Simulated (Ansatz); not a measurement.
**One atom moved over a plane in BN**

Computed with DFT r2SCAN, scalar-relativistic, plane waves, PAW (Ansatz). Cutoff 500 eV, Γ-centred 12×12×6 k-points, Gaussian smearing of 0.05 eV. No spin polarisation. Energies are free energies at this smearing, counted from the undisturbed cell; pressure is positive in compression.

The starting cell (as given, not relaxed at this level; it stands at -4.7 GPa; this wurtzite form isn't the usual structure):

```xyz
4
Lattice="2.5539 0.0000 0.0000 -1.2770 2.2118 0.0000 0.0000 0.0000 4.2269" Properties=species:S:1:pos:R:3 pbc="T T T"
B     1.2770    0.7373    4.2257
B     0.0000    1.4745    2.1123
N     1.2770    0.7373    2.6430
N     0.0000    1.4745    0.5295
```

Atom 3 (N) is moved by p along (1.000, 0.000, 0.000) and q along (0.000, 0.000, 1.000) (Å), all else fixed. Points are written (p, q).

p was sampled at -0.450, -0.225, 0.000, 0.225, 0.450 and q at -0.450, -0.225, 0.000, 0.225, 0.450.

Question: Where on the computed points is the energy highest, and how high?

Answer: At (-0.450, -0.450), (0.450, -0.450): 7.46 eV/cell.

Question: Away from (0, 0), which computed point is lowest?

Answer: (-0.225, 0.000), (0.225, 0.000): 0.63 eV/cell.

The map, in eV/cell:

```
 p \ q  -0.450  -0.225  0.000  0.225  0.450
-0.450    7.46    4.65   2.58   2.39   5.34
-0.225    3.91    1.73   0.63   1.45   5.78
 0.000    2.83    0.81   0.00   1.16   6.07
 0.225    3.91    1.73   0.63   1.45   5.78
 0.450    7.46    4.65   2.58   2.39   5.34
```